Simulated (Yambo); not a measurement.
Here is a Yambo 5.3.0 calculation.

The input optics0.in:

```
optics
chi
Chimod= "IP"
% BndsRnXd
 1 | 19 |
%
% LongDrXd
 0 | 1 | 0 |
%
% QpntsRXd
 1 | 1 |
%
% EnRngeXd
 0 | 10 | eV
%
% DmRngeXd
 0.1 | 0.1 | eV
%
ETStpsXd= 150
```

scf.in

```
&CONTROL
  calculation = 'scf'
  prefix = 'pwscf'
  outdir = './tmp'
  pseudo_dir = './pseudo'
/
&SYSTEM
  ibrav = 0
  nat = 2
  ntyp = 1
  ecutwfc = 36
  nbnd = 9
  occupations = 'smearing'
  smearing = 'fd'
  degauss = 0.00367493
  force_symmorphic = .true.
/
&ELECTRONS
  conv_thr = 4d-10
  electron_maxstep = 120
  mixing_beta = 0.5
/
ATOMIC_SPECIES
Si    28.0850 Si.upf
CELL_PARAMETERS bohr
   0.0000000000    5.1435532945    5.1435532945
   5.1435532945    0.0000000000    5.1435532945
   5.1435532945    5.1435532945    0.0000000000
ATOMIC_POSITIONS bohr
Si     5.1435532945    5.1435532945    5.1435532945
Si     7.7153299417    7.7153299417    7.7153299417
K_POINTS automatic
24 24 24 0 0 0
```

Contents of nscf.in:

```
&CONTROL
  calculation = 'nscf'
  prefix = 'pwscf'
  outdir = './tmp'
  pseudo_dir = './pseudo'
/
&SYSTEM
  ibrav = 0
  nat = 2
  ntyp = 1
  ecutwfc = 36
  nbnd = 34
  occupations = 'fixed'
  force_symmorphic = .true.
/
&ELECTRONS
  conv_thr = 1d-08
  diago_full_acc = .true.
  diago_thr_init = 1d-06
/
ATOMIC_SPECIES
Si    28.0850 Si.upf
CELL_PARAMETERS bohr
   0.0000000000    5.1435532945    5.1435532945
   5.1435532945    0.0000000000    5.1435532945
   5.1435532945    5.1435532945    0.0000000000
ATOMIC_POSITIONS bohr
Si     5.1435532945    5.1435532945    5.1435532945
Si     7.7153299417    7.7153299417    7.7153299417
K_POINTS automatic
24 24 24 0 0 0
```

Potentials or basis: PseudoDojo 0.4.1 SR PBEsol standard.

Command:

```console
$ OMP_NUM_THREADS=1 pw.x -in scf.in > scf.out
$ OMP_NUM_THREADS=1 pw.x -in nscf.in > nscf.out
$ cd tmp/pwscf.save; p2y; mv SAVE ../..; cd ../..
$ OMP_NUM_THREADS=1 yambo
$ OMP_NUM_THREADS=1 yambo -F optics0.in -J optics0 -C optics0_out
```

Q: Predict the absorption peak.

A: 3.69 eV.

Q: Predict the electronic dielectric constant along the field.

A: 14.03.

Q: Predict the band gap on the k mesh, mean-field level.

A: 0.47 eV, indirect (least direct gap 2.51 eV).

Dielectric function (along the field direction of the input):
```
energy (eV)  real part  imaginary part
       0.27      14.10            0.35
       0.74      14.58            0.40
       1.28      15.85            0.53
       1.74      18.06            0.81
       2.28      23.94            2.12
       2.82      28.90           17.53
       3.29      22.94           25.16
       3.83      -7.03           43.77
       4.36      -4.01           21.62
       4.83     -11.21           11.84
       5.37      -9.54           12.04
       5.84      -7.42            4.91
       6.38      -7.25            5.23
       6.91      -4.48            3.18
       7.38      -4.68            3.04
       7.92      -3.45            2.03
       8.46      -3.49            1.68
       8.93      -2.65            1.26
       9.46      -2.40            1.10
      10.00      -1.88            0.85
```

Caveat: independent-particle spectra lack excitons. Expect the measured gap to be larger: semilocal functionals such as PBEsol lack the derivative discontinuity.
